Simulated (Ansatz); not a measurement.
## AlP: vacancies and the chemical potential

Theory: Ansatz, DFT PBE, scalar-relativistic, plane waves, PAW.

Cutoff 420 eV; k points 5×5×5 on the computed 15-atom cell (Γ-centred); Gaussian smearing, width 0.10 eV; no spin polarisation.

The ordered crystal (F-43m, 20.87 Å³/atom, a gap on the mesh of 1.63 eV), relaxed at this level:

```cif
data_structure
_symmetry_space_group_name_H-M 'F-43m'
_symmetry_Int_Tables_number 216
_cell_length_a 5.5068
_cell_length_b 5.5068
_cell_length_c 5.5068
_cell_angle_alpha 90.000
_cell_angle_beta 90.000
_cell_angle_gamma 90.000
_cell_volume 166.99
loop_
_atom_site_label
_atom_site_type_symbol
_atom_site_symmetry_multiplicity
_atom_site_Wyckoff_symbol
_atom_site_fract_x
_atom_site_fract_y
_atom_site_fract_z
_atom_site_occupancy
Al1 Al 4 a 0.00000 0.00000 0.00000 1
P1 P 4 d 0.25000 0.25000 0.75000 1
```

The crystal stands on its own mesh of 8×8×8. The changed cells were relaxed on coarser meshes and computed once more on meshes like the one named, which can leave forces up to 0.25 eV/Å.

The crystal forms from the elements' standard states with -0.633 eV/atom, or -1.27 eV per Al. From a supercell of 16 atoms neutral Al atoms were removed at random and the cells relaxed:

```csv
Al removed,"energy a vacancy, Al-rich (eV)",volume / perfect,gap on mesh (eV)
1,3.74,0.982,0.00
1,4.74,0.984,0.00
```

**Question.** Over what range can the formation energy of the neutral Al vacancy move?

**Answer.** With k vacancies in the cell, E_v = [E(defect cell) − E(perfect cell)]/k + μ(Al). With μ counted from the standard state, the compound is stable against the two elements for -1.27 eV ≤ Δμ ≤ 0, so for the most dilute cell E_v runs from 3.74 eV (Al-rich) to 3.74 − 1.27 = 2.47 eV (P-rich). At 1000 K the site fraction 1/[1 + exp(E_v/k_BT)] spans 1e-19 to 3e-13. Other phases of the two elements can narrow the range. Vacancies of P, antisites and interstitials weren't computed and can be far cheaper. Even the most dilute cell lacks 12.5 % of its Al, far from an isolated defect.

A cell with an odd number of electrons, run without spin, has no gap by construction; a spin-polarised state may open one and lie lower.

Cost: 5 runs of about 9.3 core-minutes in all (earlier runs that led there not counted), on Intel Xeon Platinum 8259CL (Skylake/Cascade Lake) (shared hosts).